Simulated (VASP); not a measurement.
# NaH (Fm-3m) in VASP: a series of runs

Runs on NaH. Level: PBE. Tasks: single point.

Everything below comes from runs of VASP 6.6.1. Logs are shortened: lines on timing, memory, paths and dates and some standing lists are left out, and cuts for length are marked.

## 1. The crystal as given

It takes space group Fm-3m (No. 225, cubic). The conventional cell has a = 4.880 Å, b = 4.880 Å, c = 4.880 Å, α = 90.00°, β = 90.00°, γ = 90.00°. Na (site symmetry m-3m) is surrounded by 6 H at 2.44 Å. Around H (site symmetry m-3m) lie 6 Na at 2.44 Å.

## 2. Single point, PBE

INCAR

```
SYSTEM = NaH
PREC = Accurate
ENCUT = 450
EDIFF = 1E-6
ISMEAR = 0
SIGMA = 0.5
LREAL = .False.
LASPH = .True.
NELM = 100
ALGO = Normal
ISIF = 2
LWAVE = .False.
LCHARG = .False.
GGA = PE
NBANDS = 11
ADDGRID = .False.
```

KPOINTS

```
Automatic mesh
0
Gamma
  5 5 5
  0 0 0
```

POSCAR

```
NaH
1.0
    0.0000000000      2.4400000000      2.4400000000
    2.4400000000      0.0000000000      2.4400000000
    2.4400000000      2.4400000000      0.0000000000
Na H
1 1
Direct
    0.0000000000      0.0000000000      0.0000000000
    0.5000000000      0.5000000000      0.5000000000
```

Potentials or basis: VASP PAW PBE potentials, release 64 (Na_pv, H).

Run with:

```
$ cat potpaw_PBE.64/Na_pv/POTCAR potpaw_PBE.64/H/POTCAR > POTCAR
$ mpirun -np 1 vasp_std > vasp.out
```

OUTCAR:

```text
SYSTEM = NaH
   PREC = Accurate
   ENCUT = 450
   EDIFF = 1E-6
   ISMEAR = 0
   LREAL = .False.
   LASPH = .True.
   NELM = 100
   ISIF = 2
   GGA = PE

 Found     10 irreducible k-points:

 Following reciprocal coordinates:
            Coordinates               Weight
  0.000000  0.000000  0.000000      1.000000
  0.200000  0.000000  0.000000      8.000000
  0.400000  0.000000  0.000000      8.000000
  0.200000  0.200000  0.000000      6.000000
  0.400000  0.200000  0.000000     24.000000
 -0.400000  0.200000  0.000000     24.000000
   k-points           NKPTS =     10   k-points in BZ     NKDIM =     10   number of bands    NBANDS=     11
   number of dos      NEDOS =    301   number of ions     NIONS =      2
   total plane-waves  NPLWV =  13824
   dimension x,y,z NGX =    24 NGY =   24 NGZ =   24
   dimension x,y,z NGXF=    48 NGYF=   48 NGZF=   48
   ions per type =               1   1
   NGX,Y,Z   is equivalent  to a cutoff of  11.56, 11.56, 11.56 a.u.
   NGXF,Y,Z  is equivalent  to a cutoff of  23.13, 23.13, 23.13 a.u.
 SYSTEM =  NaH
   PREC   = accura    normal or accurate (medium, high low for compatibility)
   ISTART =      0    job   : 0-new  1-cont  2-samecut
   ICHARG =      2    charge: 1-file 2-atom 10-const
   ISPIN  =      1    spin polarized calculation?
   LNONCOLLINEAR =      F non collinear calculations
   LSORBIT =      F    spin-orbit coupling
   LASPH  =      T    aspherical Exc in radial PAW
   ENCUT  =  450.0 eV  33.07 Ry    5.75 a.u.   5.97  5.97  5.97*2*pi/ulx,y,z
   NELM   =    100;   NELMIN=  2; NELMDL= -5     # of ELM steps
   EDIFF  = 0.1E-05   stopping-criterion for ELM
   LREAL  =      F    real-space projection
   EDIFFG = 0.1E-04   stopping-criterion for IOM
   NSW    =      0    number of steps for IOM
   IBRION =     -1    ionic relax: 0-MD 1-quasi-New 2-CG
   NFREE  =      0    steps in history (QN), initial steepest desc. (CG)
   ISIF   =      2    stress and relaxation
   ISYM   =      2    0-nonsym 1-usesym 2-fastsym
   POTIM  = 0.5000    time-step for ionic-motion
   TEBEG  =    0.0;   TEEND  =   0.0 temperature during run
   PSTRESS=    0.0 pullay stress
   NELECT =       8.0000    total number of electrons
   NUPDOWN=      -1.0000    fix difference up-down
   EMIN   =  10.00;   EMAX   =-10.00  energy-range for DOS
   EFERMI =   0.00;   METHOD = LEGACY
   ISMEAR =     0;   SIGMA  =   0.50  broadening in eV -4-tet -1-fermi 0-gaus
   EFERMI_NEDOS =   21; number of points for ismear=-14 and -15
   IALGO  =     38    algorithm
   IMIX   =      4    mixing-type and parameters
     AMIX     =   0.40;   BMIX     =  1.00
     AMIX_MAG =   1.60;   BMIX_MAG =  1.00
  volume/ion in A,a.u.               =      14.53        98.03
  Fermi-wavevector in a.u.,A,eV,Ry     =   1.065054  2.012660 15.433636  1.134340
  Thomas-Fermi vector in A             =   2.200593
   LORBIT       =      0    0 simple, 1 ext, 2 COOP (PROOUT), +10 PAW based schemes
   GGA     = PE    functional components
   LHFCALC =     F    Hartree Fock is set to
   AEXX    =    0.0000 exact exchange contribution
   IVDW    =     0    specifies the selected vdW correction
   LEPSILON=     F    determine dielectric tensor
   LRPA    =     F    only Hartree local field effects (RPA)
 non-spin polarized calculation
 Gauss-broadening in eV      SIGMA  =   0.50
  energy-cutoff  :      450.00
  volume of cell :       29.05
 maximum number of plane-waves:       639
   NGX = 11   NGY = 11   NGZ = 11

 number of electron       7.9999989 magnetization

 Free energy of the ion-electron system (eV)
  ---------------------------------------------------
  ext. energy  EPLUGINS =         0.00000000
  ---------------------------------------------------
  free energy    TOTEN  =        -5.08497628 eV

  energy without entropy =       -5.08497628  energy(sigma->0) =       -5.08497628

 E-fermi :   0.8557     XC(G=0):  -7.6732

 val. band max:       -1.3031179259   @ k =  -0.4000   0.4000   0.0000
 cond. band min:       3.2362366921   @ k =   0.4000   0.0000   0.0000
 fundamental gap:      4.5393546180
 Fermi energy:         0.8557229283

 k-point     1 :       0.0000    0.0000    0.0000
  band No.  band energies     occupation
      1     -23.3592      2.00000
      2     -23.3592      2.00000
      3     -23.3592      2.00000
      4      -4.7407      2.00000
      5       8.9597      0.00000
      6      14.1782      0.00000
      7      14.1782      0.00000
      8      14.1783      0.00000
      9      14.9682      0.00000
     10      14.9682      0.00000
     11      14.9682      0.00000

 k-point     2 :       0.2000    0.0000    0.0000
  band No.  band energies     occupation
      1     -23.3889      2.00000
      2     -23.3629      2.00000
      3     -23.3629      2.00000
      4      -4.0835      2.00000
      5       6.8640      0.00000
      6      10.5497      0.00000
      7      12.8594      0.00000
      8      12.8594      0.00000
      9      16.2174      0.00000
     10      16.2174      0.00000
     11      16.8341      0.00000

 k-point     3 :       0.4000    0.0000    0.0000
  band No.  band energies     occupation
      1     -23.4358      2.00000
      2     -23.3686      2.00000
      3     -23.3686      2.00000
      4      -2.4912      2.00000
      5       3.2362      0.00000
      6       9.4793      0.00000
      7      12.0902      0.00000
      8      12.0903      0.00000
      9      15.0475      0.00000
     10      15.0475      0.00000
     11      17.4384      0.00000

 k-point     4 :       0.2000    0.2000    0.0000
  band No.  band energies     occupation
      1     -23.3874      2.00000
      2     -23.3693      2.00000
      3     -23.3692      2.00000
      4      -3.8770      2.00000
      5       6.9188      0.00000
      6      10.9523      0.00000
      7      11.1292      0.00000
      8      11.1292      0.00000
      9      14.3225      0.00000
     10      17.3061      0.00000
     11      19.9011      0.00000

 k-point     5 :       0.4000    0.2000    0.0000
  band No.  band energies     occupation
      1     -23.4207      2.00000
      2     -23.3791      2.00000
      3     -23.3759      2.00000
      4      -2.5938      2.00000
      5       4.5309      0.00000
      6       7.7245      0.00000
      7      10.4553      0.00000
      8      11.8309      0.00000
      9      14.6596      0.00000
     10      17.4842      0.00000
     11      18.4755      0.00000

 k-point     6 :      -0.4000    0.2000    0.0000
  band No.  band energies     occupation
      1     -23.4317      2.00000
      2     -23.3898      2.00000
      3     -23.3736      2.00000
      4      -1.7754      2.00000
      5       3.2499      0.00000
      6       6.5636      0.00000
      7      10.9599      0.00000
      8      11.7102      0.00000
      9      15.9801      0.00000
     10      17.0942      0.00000
     11      20.0659      0.00000

 [... further k-points ...]

------------------------ aborting loop because EDIFF is reached ----------------------------------------

  FORCE on cell =-STRESS in cart. coord.  units (eV):
  Direction    XX          YY          ZZ          XY          YZ          ZX
  --------------------------------------------------------------------------------------
  -------------------------------------------------------------------------------------
  Total       -0.1625264     -0.1625264     -0.1625264      0.0000000      0.0000000      0.0000000
  in kB       -8.9626189     -8.9626189     -8.9626189      0.0000000      0.0000000      0.0000000
  external PRESSURE =      -8.9626189 kB  Pullay stress =       0.0000000 kB

 VOLUME and BASIS-vectors are now :
 -----------------------------------------------------------------------------
  energy-cutoff  :      450.00
  volume of cell :       29.05
      direct lattice vectors                 reciprocal lattice vectors
     0.000000000  2.440000000  2.440000000    -0.204918033  0.204918033  0.204918033
     2.440000000  0.000000000  2.440000000     0.204918033 -0.204918033  0.204918033
     2.440000000  2.440000000  0.000000000     0.204918033  0.204918033 -0.204918033

 POSITION                                       TOTAL-FORCE (eV/Angst)
 -----------------------------------------------------------------------------------
      0.00000      0.00000      0.00000         0.000000      0.000000      0.000000
      2.44000      2.44000      2.44000        -0.000000     -0.000000     -0.000000
 -----------------------------------------------------------------------------------
    total drift:                                0.000000     -0.000000     -0.000000

  FREE ENERGIE OF THE ION-ELECTRON SYSTEM (eV)
  ---------------------------------------------------
  free  energy   TOTEN  =        -5.0849762790 eV

  energy  without entropy=       -5.0849762788  energy(sigma->0) =       -5.08497628
```

OSZICAR:

```text
N       E                     dE             d eps       ncg     rms          rms(c)
DAV:   1     0.356691196836E+02    0.35669E+02   -0.42689E+03   220   0.695E+02
DAV:   2    -0.432824683449E+01   -0.39997E+02   -0.39562E+02   226   0.180E+02
DAV:   3    -0.550044687933E+01   -0.11722E+01   -0.11709E+01   267   0.306E+01
DAV:   4    -0.550883803940E+01   -0.83912E-02   -0.83901E-02   269   0.265E+00
DAV:   5    -0.550893523533E+01   -0.97196E-04   -0.97195E-04   261   0.281E-01    0.316E+00
DAV:   6    -0.517026573907E+01    0.33867E+00   -0.33873E-01   258   0.271E+00    0.146E+00
DAV:   7    -0.508015989092E+01    0.90106E-01   -0.32607E-01   247   0.209E+00    0.356E-01
DAV:   8    -0.508504854468E+01   -0.48887E-02   -0.10349E-02   247   0.938E-01    0.680E-02
DAV:   9    -0.508498033826E+01    0.68206E-04   -0.11464E-03   275   0.350E-01    0.221E-02
DAV:  10    -0.508497247482E+01    0.78634E-05   -0.61652E-05   257   0.492E-02    0.422E-03
DAV:  11    -0.508497607302E+01   -0.35982E-05   -0.61552E-06   241   0.109E-02    0.318E-03
DAV:  12    -0.508497627902E+01   -0.20600E-06   -0.23271E-07   173   0.324E-03
   1 F= -.50849763E+01 E0= -.50849763E+01  d E =-.231556E-09
```

Wall time 2.8 s (1 thread of Intel Xeon Platinum 8259CL at 2.50GHz (Skylake/Cascade Lake), shared host); peak memory 0.13 GiB.

These settings aren't checked as converged: the numbers below hold their error.

What came out:

```
Free energy            : -5.0850 eV
Pressure               : -0.9 GPa
Band gap on the k mesh : 4.54 eV, indirect (least direct gap 5.03 eV)
```

Caveat: the k mesh is coarse (spacing up to 0.45 Å⁻¹), so the values aren't converged; an odd mesh through Γ misses points on the zone boundary, where band edges often lie.

## 3. Single point, PBE

INCAR is that of step 2.

KPOINTS is that of step 2.

POSCAR

```
NaH
1.0
    0.0000000000      2.4400000000      2.4400000000
    2.4400000000      0.0000000000      2.4400000000
    2.4400000000      2.4400000000      0.0000000000
Na H
1 1
Direct
   -0.0187210000      0.0228060000      0.0160610000
    0.4668300000      0.5164870000      0.5214060000
```

Potentials or basis: VASP PAW PBE potentials, release 64 (Na_pv, H).

Run with:

```
$ cat potpaw_PBE.64/Na_pv/POTCAR potpaw_PBE.64/H/POTCAR > POTCAR
$ mpirun -np 1 vasp_std > vasp.out
```

Wall time 8.3 s (1 thread of Intel Xeon Platinum 8259CL at 2.50GHz (Skylake/Cascade Lake), shared host); peak memory 0.13 GiB.

These settings aren't checked as converged: the numbers below hold their error.

Results:

```
Free energy            : -5.0838 eV
Pressure               : -0.9 GPa
Largest force          : 0.043 eV/Å
Band gap on the k mesh : 4.54 eV, indirect (least direct gap 5.02 eV)
```

Caveat: the k mesh is coarse (spacing up to 0.45 Å⁻¹), so the values aren't converged; an odd mesh through Γ misses points on the zone boundary, where band edges often lie.

## 4. For comparison

An earlier run on the cell as given: functional PBE; potentials or basis VASP PAW PBE potentials, release 64 (Na_pv, H); cutoff 520 eV; k mesh 9 × 9 × 9; occupations fermi-dirac, width 0.05 eV; no spin polarisation.

* Pressure: -0.7 GPa
* Band gap on the k mesh: 4.01 eV, indirect (least direct gap 4.70 eV)
